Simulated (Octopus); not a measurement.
**P under changes of volume**

One of the cells (16.144 Å³/atom); the others are scaled copies at fixed shape and fractional positions:

```
P
1.0
     1.72573    0.99635    3.12968
    -1.72573    0.99635    3.12968
     0.00000   -1.99270    3.12968
P
2
Direct
  0.77292 0.77292 0.77292
  0.22708 0.22708 0.22708
```

This isn't the form of P at room conditions, which is orthorhombic.

| Property | Result |
| --- | --- |
| Program | Octopus 16.4 |
| Functional | PBE |
| Potentials or basis | pseudodojo_pbe (PseudoDojo 0.5, PBE) |
| Grid spacing | 0.177 Å |
| k mesh | 9 × 9 × 9 |
| Occupations | fermi-dirac, width 0.05 eV |
| Spin | no spin polarisation |

```tsv
volume (Å³/atom)	energy over the lowest point (meV/atom)	largest force (eV/Å)
15.175	32.06	0.664
15.498	17.67	0.509
15.821	7.83	0.380
16.144	1.99	0.254
16.467	0.00	0.114
16.789	1.34	0.022
17.112	?	?
```

Q: What does the run at 17.112 Å³/atom give?

A: Energy over the lowest point 5.86 meV/atom; largest force 0.146 eV/Å.

Worked out: A Birch-Murnaghan fit of order 3 (a polynomial in V^(-2/3)) to the other rows has its minimum at 16.49 Å³/atom with B0 = V·E''(V) = 86 GPa and B' = 3.7 at fixed shape and positions, which overstates the stiffness. It gives 5.82 meV/atom at 17.112 Å³/atom, against the run's 5.86.

Energies are extrapolated to zero smearing.
